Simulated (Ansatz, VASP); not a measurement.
# InP: the pressure in 2 programs

The cell as given:

```
CELL_PARAMETERS angstrom
0.00000 2.93050 2.93050
2.93050 0.00000 2.93050
2.93050 2.93050 0.00000
ATOMIC_POSITIONS crystal
In 0.00000 0.00000 0.00000
P 0.75000 0.75000 0.75000
```

Kept alike: task relaxation of cell and atoms; functional LDA; k mesh 8 × 8 × 8; occupations fermi-dirac, width 0.05 eV; no spin polarisation. The mesh is that of the run's cell of 2 atoms. No spin-orbit coupling.

- A: Ansatz, all-electron LAPW, scalar-relativistic
- B: VASP, LDA PAW files In_d, P, 600 eV

| pressure (GPa) | A: band gap on the mesh (eV) | B: band gap on the mesh (eV) |
| --- | --- | --- |
| 0 | 0.575 | 0.602 |
| 2 | ? | 0.749 |
| 5 | 0.902 | 0.926 |
| 10 | 1.156 | 1.179 |

Values hold for each row's relaxed cell, which stops near the pressure aimed at. The runs follow the start's structure, whether or not it is the stable one at these pressures. A gap on the mesh can miss an edge between its points.

**Question.** Estimate the value left open.

**Answer.** In the median of the other rows A lies -0.024 eV from the other column, which points to 0.725; the run gave 0.718 eV, -0.007 from it.
